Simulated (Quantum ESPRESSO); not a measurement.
Ba in Quantum ESPRESSO: the effect of functional

The system is Ba.

```
Ba
1.0
    -2.50650    2.50650    2.50650
     2.50650   -2.50650    2.50650
     2.50650    2.50650   -2.50650
Ba
1
Direct
  0.00000 0.00000 0.00000
```

Alike in all runs:

| Quantity | Value |
| --- | --- |
| Program | Quantum ESPRESSO 7.5 |
| Task | phonons |
| Cutoff | 599 eV |
| Density cutoff | 2395 eV |
| k mesh | 8 × 8 × 8 |
| Occupations | cold, width 0.2 eV |
| Spin | no spin polarisation |

Each run relaxes the cell or the atoms first.

Problem. One run gave: relaxed volume 66.99 Å³/atom. Which functional did it use?
A. PW91
B. WC
C. vdW-DF-cx
D. LDA
E. revPBE

Solution. E.

```csv
functional,potentials or basis,relaxed volume (Å³/atom)
LDA,PseudoDojo 0.4.1 SR LDA standard,54.41
PBEsol,PseudoDojo 0.4.1 SR PBEsol standard,58.57
PW91,PseudoDojo 0.4.1 SR PBE standard,62.51
revPBE,PseudoDojo 0.4.1 SR PBE standard,66.99
WC,PseudoDojo 0.4.1 SR PBE standard,58.09
vdW-DF-cx,PseudoDojo 0.4.1 SR PBE standard,58.04
```

Caveats: this release of the barium file is off; the potentials were made for another functional, which shifts forces and pressure (some runs).

Runs at the PBE level aren't shown here.
